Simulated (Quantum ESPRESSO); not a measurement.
PbF2 (Fluorocronite) in Quantum ESPRESSO: the effect of functional

The system is PbF2 (Fluorocronite).

```xyz
3
Lattice="0.0000 2.9637 2.9637 2.9637 0.0000 2.9637 2.9637 2.9637 0.0000" Properties=species:S:1:pos:R:3 pbc="T T T"
Pb    0.0000    0.0000    0.0000
F     4.4455    4.4455    4.4455
F     1.4818    1.4818    1.4818
```

Alike in all runs:

```yaml
Program: Quantum ESPRESSO 7.5
Task: dielectric tensor
Cutoff: 612 eV
Density_cutoff: 4898 eV
k_mesh: 6 × 6 × 6, shifted
Occupations: fermi-dirac, width 0.05 eV
Spin: no spin polarisation
```

```tsv
functional	potentials or basis	pressure (GPa)	dielectric constant (mean)
LDA	GBRV 1.5 LDA	?	?
PBEsol	GBRV 1.5 PBEsol	-1.3	3.38
WC	GBRV 1.5 PBE	-1.3	3.38
BLYP	GBRV 1.5 PBE	4.8	3.26
AM05	GBRV 1.5 PBE	0.0	3.35
```

Question: What does the run with functional LDA give?

Answer: Pressure -4.8 GPa; dielectric constant 3.39 mean.

Caveats: the potentials were made for another functional, which shifts forces and pressure (some runs); the cell is more than 3 GPa from zero pressure, which shifts response properties (some runs).

Runs at the PBE level aren't shown here.
